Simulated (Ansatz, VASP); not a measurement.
## AlN: VASP beside Ansatz

```
Al N
1.0
     3.08862    0.00000    0.00000
    -1.54431    2.67482    0.00000
     0.00000    0.00000    4.54810
Al N
2 2
Cartesian
  0.0000 1.7832 -0.0470
  1.5443 0.8916 2.2270
  0.0000 1.7832 1.7980
  1.5443 0.8916 4.0721
```

Alike in both runs: functional LDA; k mesh 9 × 9 × 6; occupations gaussian, width 0.05 eV; no spin polarisation.

Ansatz relaxed the structure, and its values are those at the end. VASP's run is a single point on that final structure, the one shown.

|  | VASP | Ansatz |
| --- | --- | --- |
| version | VASP 6.6.1 | Ansatz 0.2.0 |
| potentials or method | VASP PAW LDA potentials, release 64 (Al, N) | scalar-relativistic, plane waves, PAW |
| plane-wave cutoff (eV) | 520 | 520 |
| valence electrons in the cell | 16 | 16 |

VASP gave:

* gap on the k mesh at the Fermi level (eV): 4.54
* least direct gap on the mesh (eV): 4.54
* pressure (GPa): 18.6
* rms of the force components (eV/Å): 0.008

Problem. Estimate Ansatz's values.

Solution. gap on the k mesh at the Fermi level (eV): 4.53; least direct gap on the mesh (eV): 4.53; pressure (GPa): 17.7; rms of the force components (eV/Å): 0.001.

Ansatz warned: «pseudo_functional_mismatch».

Caveats: so large a pressure means that the cell lies far from this level's equilibrium, or that cutoff or potentials fall short (VASP); an odd mesh through Γ misses points on the zone boundary, where band edges often lie. LDA gaps usually lie below the measured ones, often by a third to a half.
